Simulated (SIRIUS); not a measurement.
The system is SiO2.

```xyz
6
Lattice="4.2332 0.0000 0.0000 0.0000 4.2332 0.0000 0.0000 0.0000 2.6935" Properties=species:S:1:pos:R:3 pbc="T T T"
Si    0.0000    0.0000    0.0000
Si    2.1166    2.1166    1.3467
O     3.4155    0.8177    1.3467
O     1.2989    1.2989    0.0000
O     0.8177    3.4155    1.3467
O     2.9343    2.9343    0.0000
```

The cell comes from a database or a generator and needn't be the stable form of this composition.

```yaml
Program: SIRIUS 7.10.0
Task: single point
Functional: PBEsol
Potentials_or_basis: PseudoDojo 0.4.1 PBEsol standard (scalar relativistic)
Cutoff: 1152 eV
Density_cutoff: 4606 eV
k_mesh: 6 × 6 × 10
Occupations: fermi-dirac, width 0.05 eV
Spin: no spin polarisation
```

On this cell: pressure -7.9 GPa; largest force 0.062 eV/Å; band gap on the k mesh 5.02 eV.

The same run follows on a disturbed copy (atoms moved at random, drawn with an rms of 0.05 Å):

```
Si O
1.0
     4.23317    0.00000    0.00000
     0.00000    4.23317    0.00000
     0.00000    0.00000    2.69349
Si O
2 4
Direct
  0.00018 0.00223 0.99390
  0.50331 0.50202 0.51056
  0.80948 0.19585 0.47868
  0.29403 0.31524 0.00045
  0.19479 0.80699 0.49939
  0.70589 0.69015 0.01771
```

Task: What changes?

Result: The energy moves by +19.6 meV/atom; pressure -8.5 GPa; largest force 1.295 eV/Å; band gap on the k mesh 4.90 eV.

Forces in eV/Å, atoms in the order of the input:
```
Si   0.379 -0.163 -0.174
Si  -0.364 -0.052 -0.199
O   -0.561 -0.193  1.151
O    1.218  0.111 -0.059
O    0.226  0.434  0.128
O   -0.898 -0.136 -0.847
```

Stress tensor (GPa, compression positive):
```
-10.06  -0.42  -0.81
 -0.42  -7.31   0.09
 -0.81   0.09  -8.07
```

A k mesh can miss the band edges.
